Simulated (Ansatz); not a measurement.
# CoSi35: the cost of one run

Computed with Ansatz 0.2.0 (DFT PBE, scalar-relativistic, plane waves, PAW, unless a step's input says otherwise).

2 further runs of the same task are left out: 2 set aside as unsound or not needed.

## (1) The starting structure

The structure is hexagonal, space group P6_3/mmc (No. 194). The conventional cell has a = 3.851 Å, b = 3.851 Å, c = 6.365 Å, α = 90.00°, β = 90.00°, γ = 120.00°. Around Si (site symmetry 3m) lie 4 Si at 2.36 to 2.38 Å.

Structure file:

```xyz
4
Lattice="3.8513 0.0000 0.0000 -1.9256 3.3353 0.0000 0.0000 0.0000 6.3650" Properties=species:S:1:pos:R:3 pbc="T T T"
Si    0.0000    2.2235    0.4006
Si    1.9256    1.1118    3.5831
Si    0.0000    2.2235    2.7820
Si    1.9256    1.1118    5.9645
```

It goes back to an entry of the Materials Project, which need not be the stable form.

It is the result of an earlier relaxation at this level (volume 20.44 Å³/atom; gap on the mesh: 0.45 eV).

The host's static dielectric tensor, from an earlier linear-response run, has a mean of 12.98.

The perfect supercell (rows -1 1 -1; 2 1 -1; -1 -2 -1 in vectors of this cell) comes from an earlier run at this level (36 atoms, E(σ→0) -22888.5290 eV, gap 0.98 eV on its own mesh).

## (2) The defect cell

The atom at (0.423, 0.090, 0.423) of the supercell is replaced. A small random displacement (spread 0.05 Å) lets the symmetry of the site break. Its neighbours are 3 Si at 2.36 Å, 1 Si at 2.38 Å.

## (3) Charge state 0

The input, input.yaml:

```yaml
crystal:
  lattice:
    - [-5.7769209609, 3.3353068718, -6.3650226989]
    - [5.7769209608, 3.3353068719, -6.3650226989]
    - [1.0e-10, -6.6706137437, -6.3650226989]
  atoms:
    - { symbol: Co, position: [0.4319277015, 0.0903477529, 0.4218732455], spin: 3.0 }
    - { symbol: Si, position: [0.7568007978, 0.0901341312, 0.0901341312] }
    - { symbol: Si, position: [0.0901341312, 0.4234674645, 0.4234674645] }
    - { symbol: Si, position: [0.7568007978, 0.7568007978, 0.4234674645] }
    - { symbol: Si, position: [0.4234674645, 0.4234674645, 0.0901341312] }
    - { symbol: Si, position: [0.0901341312, 0.0901341312, 0.7568007978] }
    - { symbol: Si, position: [0.7568007978, 0.4234674645, 0.7568007978] }
    - { symbol: Si, position: [0.0901341312, 0.7568007978, 0.0901341312] }
    - { symbol: Si, position: [0.4234674645, 0.7568007978, 0.7568007978] }
    - { symbol: Si, position: [0.0345785756, 0.0345785756, 0.367911909] }
    - { symbol: Si, position: [0.367911909, 0.0345785756, 0.0345785756] }
    - { symbol: Si, position: [0.7012452423, 0.367911909, 0.367911909] }
    - { symbol: Si, position: [0.367911909, 0.7012452423, 0.367911909] }
    - { symbol: Si, position: [0.0345785756, 0.367911909, 0.0345785756] }
    - { symbol: Si, position: [0.7012452423, 0.0345785756, 0.7012452423] }
    - { symbol: Si, position: [0.367911909, 0.367911909, 0.7012452423] }
    - { symbol: Si, position: [0.7012452423, 0.7012452423, 0.0345785756] }
    - { symbol: Si, position: [0.0345785756, 0.7012452423, 0.7012452423] }
    - { symbol: Si, position: [0.3099099687, 0.9660465915, 0.3023534089] }
    - { symbol: Si, position: [0.632088091, 0.9654214244, 0.9654214244] }
    - { symbol: Si, position: [0.9654214244, 0.2987547577, 0.2987547577] }
    - { symbol: Si, position: [0.632088091, 0.632088091, 0.2987547577] }
    - { symbol: Si, position: [0.2987547577, 0.2987547577, 0.9654214244] }
    - { symbol: Si, position: [0.9654214244, 0.9654214244, 0.632088091] }
    - { symbol: Si, position: [0.632088091, 0.2987547577, 0.632088091] }
    - { symbol: Si, position: [0.9654214244, 0.632088091, 0.9654214244] }
    - { symbol: Si, position: [0.2987547577, 0.632088091, 0.632088091] }
    - { symbol: Si, position: [0.9098658688, 0.9098658688, 0.2431992022] }
    - { symbol: Si, position: [0.2431992022, 0.9098658688, 0.9098658688] }
    - { symbol: Si, position: [0.5760388966, 0.2404875804, 0.2423613668] }
    - { symbol: Si, position: [0.2431992022, 0.5765325355, 0.2431992022] }
    - { symbol: Si, position: [0.9098658688, 0.2431992022, 0.9098658688] }
    - { symbol: Si, position: [0.5753489514, 0.9071151435, 0.5842043711] }
    - { symbol: Si, position: [0.2348357418, 0.2474637163, 0.5702370072] }
    - { symbol: Si, position: [0.5765325355, 0.5765325355, 0.9098658688] }
    - { symbol: Si, position: [0.9098658688, 0.5765325355, 0.5765325355] }
  host:
    lattice:
      - [3.8512806406, 0.0, 0.0]
      - [-1.9256403203, 3.3353068718, 0.0]
      - [0.0, 0.0, 6.3650226989]
    atoms:
      - { symbol: Si, position: [0.3333333333, 0.6666666667, 0.0629309398] }
      - { symbol: Si, position: [0.6666666667, 0.3333333333, 0.5629309398] }
      - { symbol: Si, position: [0.3333333333, 0.6666666667, 0.4370690602] }
      - { symbol: Si, position: [0.6666666667, 0.3333333333, 0.9370690602] }
basis:
  ecutwfc: 420
  xc_grid: 2
kpoints:
  mp_grid: { grid: [2, 2, 2], shift: [0.5, 0.5, 0.5] }
hamiltonian:
  xc: pbe
scf:
  occupations: { method: gaussian, width: 0.02 }
output:
  forces: true
  stress: false
  eigenvalues: true
  populations: true
  charged_corrections:
    defect_position: [0.42346746, 0.09013413, 0.42346746]
    epsilon: [[12.6179, 0.0, 0.0], [0.0, 12.6179, 0.0], [0.0, 0.0, 13.7067]]
  write_density: true
  write_potential: true
  elf: true
  volumetric_format: npy
magnetization:
  spin_polarized: true
relax:
  adjacent_minimum: "off"
  f_tol: 0.025
  max_steps: 45
```

Command:

```bash
$ ansatz run input.yaml --threads 4 --pin off --max-ram 10240MiB --backend cpu --events-out ev --progress --plain --runs-dir out
```

What time and memory should one allow on 4 threads of Intel Xeon 6975P-C (Granite Rapids), shared host?

About 86 s, with a peak of 2.1 GiB.
